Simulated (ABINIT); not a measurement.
## ZnSe (Stilleite): G0W0 in ABINIT against the k mesh

Wanted: the cheapest k mesh that holds the gap of ZnSe (Stilleite).

Main program and level: ABINIT 10.8.3; PBE and many-body steps on it, plane waves.

**1. The structure**

Symmetry: F-43m, No. 216, cubic system. The conventional cell has a = 5.668 Å, b = 5.668 Å, c = 5.668 Å, α = 90.00°, β = 90.00°, γ = 90.00°. Nearest to Zn lie 4 Se at 2.45 Å. Nearest to Se lie 4 Zn at 2.45 Å. Farther neighbours and most contacts between anions are not listed.

The cell and positions come from the Crystallography Open Database and are kept as given unless a step says otherwise.

**2. Empty states on the mesh, 4×4×4 mesh, 318 bands**

This step: ABINIT 10.8.3; DFT, PBE, plane waves, norm-conserving pseudopotentials.

The sums over transitions need many empty states on a uniform mesh; this step solves for them.

Input file run.abi:

```
acell 3*1.0 Angstrom
rprim 
  -0.000000000000 2.833800000000 2.833800000000
  2.833800000000 0.000000000000 2.833800000000
  2.833800000000 2.833800000000 -0.000000000000
ntypat 2
znucl 30 34
natom 2
typat 1 2
xred 
  0.000000000000 0.000000000000 0.000000000000
  0.250000000000 0.250000000000 0.250000000000
pp_dirpath "pseudos"
pseudos "Zn.upf, Se.upf"
ecut 39
ngkpt 4 4 4
nshiftk 1
shiftk 0 0 0
kptopt 1
chksymbreak 0
irdden 1
istwfk *1
nband 318
prtvol 0
optdriver 6
gwr_task "HDIAGO"
paral_kgb 0
occopt 1
indata_prefix "in"
outdata_prefix "out"
tmpdata_prefix "tmp"
```

On the command line:

```
$ OMP_NUM_THREADS=1 mpirun -n 8 abinit run.abi > log
```

The program printed:

```text
.Version 10.8.3 of ABINIT. v10.8.2 released Aug 2026.

 Symmetries : space group F-4 3 m (#216); Bravais cF (face-center cubic)
[... echo of the input left out ...]
== DATASET  1 ==================================================================
-   mpi_nproc: 8, omp_nthreads: 1 (-1 if OMP is not activated)

--- !DatasetInfo
iteration_state: {dtset: 1, }
dimensions: {natom: 2, nkpt: 8, mband: 318, nsppol: 1, nspinor: 1, nspden: 1, mpw: 3591, }
cutoff_energies: {ecut:  39.0, pawecutdg:  -1.0, }
[...]
Direct band gap semiconductor
 Fundamental gap:     1.288 (eV)
   VBM:     3.405 (eV) at k: [ 0.0000E+00,  0.0000E+00,  0.0000E+00]
   CBM:     4.693 (eV) at k: [ 0.0000E+00,  0.0000E+00,  0.0000E+00]
 Direct gap:         1.288 (eV) at k: [ 0.0000E+00,  0.0000E+00,  0.0000E+00]

== END DATASET(S) ==============================================================
================================================================================

 -outvars: echo values of variables after computation  --------
           etotal      0.0000000000E+00
            nband         318
             nkpt           8
          spgroup         216
 [... the other variables as echoed above ...]

 Calculation completed.
```

Run time: 30 s. Hardware: 8 MPI ranks of Intel Xeon Platinum 8488C (Sapphire Rapids), shared host; peak memory 6.1 GiB; 4 min of CPU time.

This step gave:

```
gap                                                           : 1.288 eV
k of the valence top                                          : 0, 0, 0
k of the conduction bottom                                    : 0, 0, 0
least direct gap                                              : 1.288 eV
k points computed                                             : 8
lowest point of the top converged band, above the valence top : 189.0183 eV
```

On this mesh the gap is 1.288 eV.

The density comes from a self-consistent run that is not shown.

**3. Empty states on the mesh, 2×2×2 mesh, 99 bands**

run.abi: that of step 2 with these lines changed.

```diff
@@ -15,3 +15,3 @@
 ecut 39
-ngkpt 4 4 4
+ngkpt 2 2 2
 nshiftk 1
@@ -22,3 +22,3 @@
 istwfk *1
-nband 318
+nband 99
 prtvol 0
```

The program printed:

```text
[banner, memory and clock lines left out]
.Version 10.8.3 of ABINIT. v10.8.2 released Aug 2026.

 Symmetries : space group F-4 3 m (#216); Bravais cF (face-center cubic)
[... echo of the input left out ...]
== DATASET  1 ==================================================================
-   mpi_nproc: 8, omp_nthreads: 1 (-1 if OMP is not activated)

--- !DatasetInfo
iteration_state: {dtset: 1, }
dimensions: {natom: 2, nkpt: 3, mband: 99, nsppol: 1, nspinor: 1, nspden: 1, mpw: 3582, }
cutoff_energies: {ecut:  39.0, pawecutdg:  -1.0, }
[...]
Integrated=    3.6000E+01

 === KS gaps after direct diagonalization ===
 Direct band gap semiconductor
 Fundamental gap:     1.288 (eV)
   VBM:     3.405 (eV) at k: [ 0.0000E+00,  0.0000E+00,  0.0000E+00]
   CBM:     4.693 (eV) at k: [ 0.0000E+00,  0.0000E+00,  0.0000E+00]
 Direct gap:         1.288 (eV) at k: [ 0.0000E+00,  0.0000E+00,  0.0000E+00]

== END DATASET(S) ==============================================================

 -outvars: echo values of variables after computation  --------
           etotal      0.0000000000E+00
            nband          99
             nkpt           3
          spgroup         216
 [... the other variables as echoed above ...]

 Calculation completed.
```

It took 14 s on 8 MPI ranks; peak memory 4.3 GiB.

Numbers from this step:

```yaml
gap: 1.288 eV
k_of_the_valence_top: 0, 0, 0
k_of_the_conduction_bottom: 0, 0, 0
least_direct_gap: 1.288 eV
k_points_computed: 3
lowest_point_of_the_top_converged_band_above_the_valence_top: 72.2899 eV
```

On this mesh the gap is 1.288 eV.

**4. Empty states on the mesh, 6×6×6 mesh, 99 bands**

run.abi: that of step 3 with these lines changed.

```diff
@@ -15,3 +15,3 @@
 ecut 39
-ngkpt 2 2 2
+ngkpt 6 6 6
 nshiftk 1
```

The program printed:

```text
[banner, memory and clock lines left out]
.Version 10.8.3 of ABINIT. v10.8.2 released Aug 2026.

 Symmetries : space group F-4 3 m (#216); Bravais cF (face-center cubic)
[... echo of the input left out ...]
== DATASET  1 ==================================================================
-   mpi_nproc: 8, omp_nthreads: 1 (-1 if OMP is not activated)

--- !DatasetInfo
iteration_state: {dtset: 1, }
dimensions: {natom: 2, nkpt: 16, mband: 99, nsppol: 1, nspinor: 1, nspden: 1, mpw: 3593, }
cutoff_energies: {ecut:  39.0, pawecutdg:  -1.0, }
[...]
Integrated=    3.6000E+01

 === KS gaps after direct diagonalization ===
 Direct band gap semiconductor
 Fundamental gap:     1.288 (eV)
   VBM:     3.405 (eV) at k: [ 0.0000E+00,  0.0000E+00,  0.0000E+00]
   CBM:     4.693 (eV) at k: [ 0.0000E+00,  0.0000E+00,  0.0000E+00]
 Direct gap:         1.288 (eV) at k: [ 0.0000E+00,  0.0000E+00,  0.0000E+00]

== END DATASET(S) ==============================================================

 -outvars: echo values of variables after computation  --------
           etotal      0.0000000000E+00
            nband          99
             nkpt          16
          spgroup         216
 [... the other variables as echoed above ...]

 Calculation completed.
```

Wall time 55 s (8 MPI ranks); peak memory 6 GiB.

Numbers from this step:

```yaml
gap: 1.288 eV
k_of_the_valence_top: 0, 0, 0
k_of_the_conduction_bottom: 0, 0, 0
least_direct_gap: 1.288 eV
k_points_computed: 16
lowest_point_of_the_top_converged_band_above_the_valence_top: 71.5667 eV
```

On this mesh the gap is 1.288 eV.

**5. Empty states on the mesh, 8×8×8 mesh, 99 bands**

run.abi: that of step 4 with these lines changed.

```diff
@@ -15,3 +15,3 @@
 ecut 39
-ngkpt 6 6 6
+ngkpt 8 8 8
 nshiftk 1
```

The program printed:

```text
[banner, memory and clock lines left out]
.Version 10.8.3 of ABINIT. v10.8.2 released Aug 2026.

 Symmetries : space group F-4 3 m (#216); Bravais cF (face-center cubic)
[... echo of the input left out ...]
== DATASET  1 ==================================================================
-   mpi_nproc: 8, omp_nthreads: 1 (-1 if OMP is not activated)

--- !DatasetInfo
iteration_state: {dtset: 1, }
dimensions: {natom: 2, nkpt: 29, mband: 99, nsppol: 1, nspinor: 1, nspden: 1, mpw: 3599, }
cutoff_energies: {ecut:  39.0, pawecutdg:  -1.0, }
[...]
Integrated=    3.6000E+01

 === KS gaps after direct diagonalization ===
 Direct band gap semiconductor
 Fundamental gap:     1.288 (eV)
   VBM:     3.405 (eV) at k: [ 0.0000E+00,  0.0000E+00,  0.0000E+00]
   CBM:     4.693 (eV) at k: [ 0.0000E+00,  0.0000E+00,  0.0000E+00]
 Direct gap:         1.288 (eV) at k: [ 0.0000E+00,  0.0000E+00,  0.0000E+00]

== END DATASET(S) ==============================================================

 -outvars: echo values of variables after computation  --------
           etotal      0.0000000000E+00
            nband          99
             nkpt          29
          spgroup         216
 [... the other variables as echoed above ...]

 Calculation completed.
```

Elapsed: 1.7 min, on 8 MPI ranks; peak memory 6 GiB.

Numbers from this step:

```
gap                                                           : 1.288 eV
k of the valence top                                          : 0, 0, 0
k of the conduction bottom                                    : 0, 0, 0
least direct gap                                              : 1.288 eV
k points computed                                             : 29
lowest point of the top converged band, above the valence top : 71.7346 eV
```

On this mesh the gap is 1.288 eV.

**6. Screening, 2×2×2 mesh, 91 bands, screening to 163.3 eV**

The RPA dielectric matrix is built and inverted for each q.

This step: RPA screening on PBE, plane waves, norm-conserving pseudopotentials.

run.abi: that of step 5 with these lines changed.

```diff
@@ -15,3 +15,3 @@
 ecut 39
-ngkpt 8 8 8
+ngkpt 2 2 2
 nshiftk 1
@@ -20,10 +20,11 @@
 chksymbreak 0
-irdden 1
 istwfk *1
-nband 99
-prtvol 0
-optdriver 6
-gwr_task "HDIAGO"
-paral_kgb 0
 occopt 1
+irdwfk 1
+optdriver 3
+nband 91
+ecuteps 6
+inclvkb 2
+awtr 1
+symchi 1
 indata_prefix "in"
```

The program printed:

```text
.Version 10.8.3 of ABINIT. v10.8.2 released Aug 2026.

 Symmetries : space group F-4 3 m (#216); Bravais cF (face-center cubic)
[... echo of the input left out ...]
== DATASET  1 ==================================================================
-   mpi_nproc: 8, omp_nthreads: 1 (-1 if OMP is not activated)

--- !DatasetInfo
iteration_state: {dtset: 1, }
dimensions: {natom: 2, nkpt: 3, mband: 91, nsppol: 1, nspinor: 1, nspden: 1, mpw: 3582, }
cutoff_energies: {ecut:  39.0, pawecutdg:  -1.0, }
electrons: {nelect:   3.60000000E+01, charge:   0.00000000E+00, occopt:   1.00000000E+00, tsmear:   1.00000000E-02, }

 SCREENING: Calculation of the susceptibility and dielectric matrices

 Based on a program developped by R.W. Godby, V. Olevano, G. Onida, and L. Reining.
 Incorporated in ABINIT by V. Olevano, G.-M. Rignanese, and M. Torrent.
.Using double precision arithmetic ; gwpc =  8

[... cell and pseudopotentials left out ...]
--------------------------------------------------------------------------------

 ==== K-mesh for the wavefunctions ====
 Number of points in the irreducible wedge :     3
[... list of points left out ...]
 Together with 24 symmetry operations and time-reversal symmetry
 yields     8 points in the full Brillouin Zone.

 ==== Q-mesh for the screening function ====
 Number of points in the irreducible wedge :     3
[... list of points left out ...]
 Together with 24 symmetry operations and time-reversal symmetry
 yields     8 points in the full Brillouin Zone.

 setmesh: FFT mesh size selected  =    30x   30x   30
          total number of points  =        27000

 vcoul_init : cutoff-mode = AUXILIARY_FUNCTION
 q-points for optical limit:   1
     1)      0.000010    0.000020    0.000030

- screening: taking advantage of time-reversal symmetry
- Maximum band index for partially occupied states nbvw = 18
- Remaining bands to be divided among processors   nbcw = 73
- Number of bands treated by each node ~9

 Number of electrons calculated from density =   36.0000; Expected =   36.0000
 average of density, n =  0.117211
 r_s =    1.2676
 omega_plasma =   33.0248 [eV]

 calculating chi0 at frequencies [eV] :
  1    0.000000E+00    0.000000E+00
  2    0.000000E+00    3.302477E+01

--------------------------------------------------------------------------------
  q-point number  1        q = ( 0.000000, 0.000000, 0.000000) [r.l.u.]
--------------------------------------------------------------------------------
[... chi0 elements left out ...]
 For q-point:  0.000010 0.000020 0.000030
  dielectric constant =  56.1436
  dielectric constant without local fields =  63.1482

  Average fulfillment of the sum rule on Im[epsilon] for q-point    1 :     39.81  [%]
[... wings left out ...]
  q-point number  2        q = ( 0.500000, 0.000000, 0.000000) [r.l.u.]
--------------------------------------------------------------------------------
[... chi0 elements left out ...]
  Average fulfillment of the sum rule on Im[epsilon] for q-point    2 :     45.23  [%]

 [... 1 further q-points ...]
```

Run time: 3.5 s. Hardware: 8 MPI ranks; peak memory 1 GiB; 26 s of CPU time.

Numbers from this step:

- ε∞ with local fields, on this mesh, along the program's q direction: 56.14
- the same without local fields: 63.15
- plasma frequency: 33.02 eV
- plane waves in the screening matrix: 181

Local fields lower ε∞ by 11 %. On a Γ-centred mesh this coarse the value itself is usually too large, while a short band sum pulls it down.

**7. 2×2×2**

This step: G0W0 on PBE, plane waves, norm-conserving pseudopotentials.

run.abi: that of step 6 with these lines changed.

```diff
@@ -23,8 +23,15 @@
 irdwfk 1
-optdriver 3
+optdriver 4
 nband 91
+gwcalctyp 0
+ecutsigx 39
+symsigma 1
+nkptgw 1
+kptgw 
+  0.0000000000 0.0000000000 0.0000000000
+bdgw 
+  16 22
 ecuteps 6
-inclvkb 2
-awtr 1
-symchi 1
+irdscr 1
+ppmodel 1
 indata_prefix "in"
```

The program printed:

```text
.Version 10.8.3 of ABINIT. v10.8.2 released Aug 2026.

 Symmetries : space group F-4 3 m (#216); Bravais cF (face-center cubic)
[... echo of the input left out ...]
== DATASET  1 ==================================================================
-   mpi_nproc: 8, omp_nthreads: 1 (-1 if OMP is not activated)

--- !DatasetInfo
iteration_state: {dtset: 1, }
dimensions: {natom: 2, nkpt: 3, mband: 91, nsppol: 1, nspinor: 1, nspden: 1, mpw: 3582, }
cutoff_energies: {ecut:  39.0, pawecutdg:  -1.0, }
electrons: {nelect:   3.60000000E+01, charge:   0.00000000E+00, occopt:   1.00000000E+00, tsmear:   1.00000000E-02, }

 SIGMA: Calculation of the GW corrections

 Based on a program developped by R.W. Godby, V. Olevano, G. Onida, and L. Reining.
 Incorporated in ABINIT by V. Olevano, G.-M. Rignanese, and M. Torrent.
.Using double precision arithmetic ; gwpc =  8

[... cell and pseudopotentials left out ...]
--------------------------------------------------------------------------------

 ==== K-mesh for the wavefunctions ====
 Number of points in the irreducible wedge :     3
[... list of points left out ...]
 Together with 24 symmetry operations and time-reversal symmetry
 yields     8 points in the full Brillouin Zone.

 ==== Q-mesh for screening function ====
 Number of points in the irreducible wedge :     3
[... list of points left out ...]
 Together with 24 symmetry operations and time-reversal symmetry
 yields     8 points in the full Brillouin Zone.

 vcoul_init : cutoff-mode = AUXILIARY_FUNCTION
 q-points for optical limit:   1
     1)      0.000010    0.000020    0.000030
 setmesh: FFT mesh size selected  =    45x   45x   45
          total number of points  =        91125

 Number of electrons calculated from density =   36.0000; Expected =   36.0000
 average of density, n =  0.117211
 r_s =    1.2676
 omega_plasma =   33.0248 [eV]

 === KS Band Gaps ===
  >>>> For spin  1
   Minimum direct gap =   1.2881 [eV], located at k-point      :   0.0000  0.0000  0.0000
   Fundamental gap    =   1.2881 [eV], Top of valence bands at :   0.0000  0.0000  0.0000
                                       Bottom of conduction at :   0.0000  0.0000  0.0000
 SIGMA fundamental parameters:
 PLASMON POLE MODEL  1
 number of plane-waves for SigmaX                 3527
 number of plane-waves for SigmaC and W            181
 number of plane-waves for wavefunctions          3527
 number of bands                                    91
 number of independent spin polarizations            1
 number of spinorial components                      1
 number of k-points in IBZ                           3
 number of q-points in IBZ                           3
 number of symmetry operations                      24
 number of k-points in BZ                            8
 number of q-points in BZ                            8
 number of frequencies for dSigma/dE                 9
 frequency step for dSigma/dE [eV]                0.25
 number of omega for Sigma on real axis              0
 max omega for Sigma on real axis  [eV]           0.00
 zcut for avoiding poles [eV]                     0.10

 EPSILON^-1 parameters (SCR file):
 dimension of the eps^-1 matrix on file            181
 dimension of the eps^-1 matrix used               181
 number of plane-waves for wavefunctions          3527
 number of bands                                    91
 number of q-points in IBZ                           3
 number of frequencies                               2
 number of real frequencies                          1
 number of imag frequencies                          1

 matrix elements of self-energy operator (all in [eV])

 Perturbative Calculation

--- !SelfEnergy_ee
iteration_state: {dtset: 1, }
kpoint     : [   0.000,    0.000,    0.000, ]
spin       : 1
KS_gap     :    1.288
QP_gap     :    2.416
Delta_QP_KS:    1.128
data: !SigmaeeData |
     Band     E0 <VxcDFT>   SigX SigC(E0)      Z dSigC/dE  Sig(E)    E-E0       E
       16   3.405 -16.689 -20.638   2.939   0.808  -0.237 -17.505  -0.816   2.589
       17   3.405 -16.689 -20.638   2.939   0.808  -0.237 -17.505  -0.816   2.589
       18   3.405 -16.689 -20.638   2.939   0.808  -0.237 -17.505  -0.816   2.589
       19   4.693 -12.474  -7.844  -4.250   0.822  -0.217 -12.162   0.312   5.005
       20   9.220 -10.789  -5.548  -4.459   0.823  -0.215 -10.146   0.644   9.863
       21   9.220 -10.789  -5.548  -4.459   0.823  -0.215 -10.146   0.644   9.863
       22   9.220 -10.789  -5.548  -4.459   0.823  -0.215 -10.146   0.644   9.863

== END DATASET(S) ==============================================================
================================================================================

 -outvars: echo values of variables after computation  --------
           etotal      0.0000000000E+00
            nband          91
             nkpt           3
          spgroup         216
 [... the other variables as echoed above ...]

 Calculation completed.
```

It took 2.9 s on 8 MPI ranks; peak memory 0.14 GiB.

This step gave:

| Property | Result |
| --- | --- |
| G0W0 gap on the points computed | 2.416 eV |
| starting gap on the mesh | 1.288 eV |
| k of the valence top | 0, 0, 0 |
| k of the conduction bottom | 0, 0, 0 |
| Z at the valence top | 0.808 |
| Z at the conduction bottom | 0.822 |
| least direct G0W0 gap on the computed points | 2.416 eV |

[end of part 1 of 2]

[Paths, hosts, dates, memory and timing lines, banners, echoed tables and standing remarks are left out of the program output.]

[Logs are printed without paths, hosts, clocks, repeated set-up lines and the standing remarks that a program may print on its own settings, such as how far it seeks lower states.]

[Runs of the session that timed out or met a known fault of the program may be left out.]

[Hosts, paths, dates, database ids (printed as entryN), source tags and the programs' standing remarks are cut or masked in the printed files.]

[G0W0 gaps are taken among the corrected bands and points alone; a level outside them can change the order at an edge.]

[Where Ansatz stands beside ABINIT at settings called matched, ABINIT's density can come from a denser mesh and the files from another edition; pairs whose starting gaps differed by over 0.03 eV were left out, so agreement reads better than it is.]
